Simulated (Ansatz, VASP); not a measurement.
**HfO2: VASP beside Ansatz**

```
CELL_PARAMETERS angstrom
0.00000 2.27859 3.22192
2.27859 0.00000 3.22192
2.27859 2.27859 0.00000
ATOMIC_POSITIONS crystal
Hf 0.00000 0.00000 0.00000
O 0.25000 0.25000 0.25000
O 0.75000 0.75000 0.75000
```

Alike in both runs: task single point; functional r2SCAN; k mesh 8 × 8 × 8; occupations gaussian, width 0.05 eV; no spin polarisation.

```csv
,VASP,Ansatz
version,VASP 6.6.1,Ansatz 0.2.0
potentials or method,"VASP PAW PBE potentials, release 64 (Hf_pv, O)","scalar-relativistic, plane waves, PAW"
plane-wave cutoff (eV),520,500
valence electrons in the cell,22,38
```

```tsv
	VASP	Ansatz	Ansatz less VASP
gap on the k mesh at the Fermi level (eV)	none	none	-
pressure (GPa)	-7.0	-4.2	+2.87
largest component of the traceless stress (GPa)	109.65	108.89	-0.762
```

A gap of «none» marks a metal or a gap that the smearing closes. With one functional, cell and mesh, what is left measures potentials, basis and numerics. The two sets of potentials don't hold the same shells in valence.

Caveats: the PAW data sets were made with another functional, which shifts forces and pressure a little (VASP). Spin-orbit coupling is left out, which matters for the levels of Hf.
